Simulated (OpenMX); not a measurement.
## Fe: equation of state with PBE

Crystal: Fe.

```
Fe
1.0
     0.00000    1.94174    1.96511
     1.49844    0.00000    1.96511
     1.49844    1.94174    0.00000
Fe
1
Cartesian
  0.0000 0.0000 0.0000
```

```json
{
  "Program": "OpenMX 3.8.5",
  "Task": "equation of state",
  "Functional": "PBE",
  "Potentials or basis": "OpenMX 2013 PBE set, Fe6.0H-s3p2d2, fixed grid of 27 × 27 × 27 points",
  "k mesh": "13 × 13 × 13",
  "Occupations": "fermi-dirac, width 0.05 eV",
  "Spin": "collinear spin, ferromagnetic start",
  "Starting moments": "[3.0] μB"
}
```

The equilibrium volume is 11.56 Å³/atom. The bulk modulus at fixed shape and positions is 180 GPa and the pressure derivative of the bulk modulus is 6.1 (rough: it moves with the points fitted).

Energy against volume, from the lowest point:
```tsv
volume (Å³/atom)	energy (meV/atom)
10.749	37.31
10.978	17.94
11.207	6.00
11.435	0.34
11.664	0.00
11.893	4.59
12.121	13.35
```

Caveat: volumes in these bases differ from converged ones by about 1 %, for some elements by several; the cell was scaled at fixed shape and fractional positions, which overstates the stiffness of a crystal with free parameters, most of all of layers and chains; the basis of atomic orbitals isn't converged, which shifts pressures, moduli and gaps.
